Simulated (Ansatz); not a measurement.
Rock-salt NaBr, treated with r²SCANh in Ansatz (PAW).

Run with plane-wave cutoff 520 eV, 8×8×8 k mesh, Fermi–Dirac smearing 0.01 eV, scalar-relativistic PAW data made under PBE.

Cell (relaxed at this level):

Space group Fm-3m (No. 225); a = 5.9414 Å, b = 5.9414 Å, c = 5.9414 Å, α = 90.00°, β = 90.00°, γ = 90.00°

```
atom  site  symmetry       x       y       z
----  ----  --------  ------  ------  ------
Na      4a      m-3m  0.0000  0.0000  0.0000
Br      4b      m-3m  0.5000  0.5000  0.5000
```
(The calculation used a cell of 2 atoms; values per cell refer to that cell.)

### Question
Give the computed bulk modulus, band gap, width of the whole s-p valence band and pressure derivative B′ of the bulk modulus.

### Answer

- bulk modulus: 22.5 GPa
- band gap: 5.62 eV (on the SCF k mesh) (direct)
- width of the whole s-p valence band: 13.67 eV
- pressure derivative B′ of the bulk modulus: 4.7

Measured, for comparison: band gap 7.1 eV (temperature not stated, not corrected to a static lattice; as tabulated in Aguado et al. (1998), arXiv:cond-mat/9809176); bulk modulus 22.6 GPa (4 K, zero-point motion not removed; as tabulated in Doll and Stoll (1998), arXiv:cond-mat/9801031). Computed (rounded) less measured: bulk modulus -0.4 %.

Spin–orbit coupling is not included.

The result took about 16 core-minutes (a rough figure).

Ansatz is a program for electronic structure.
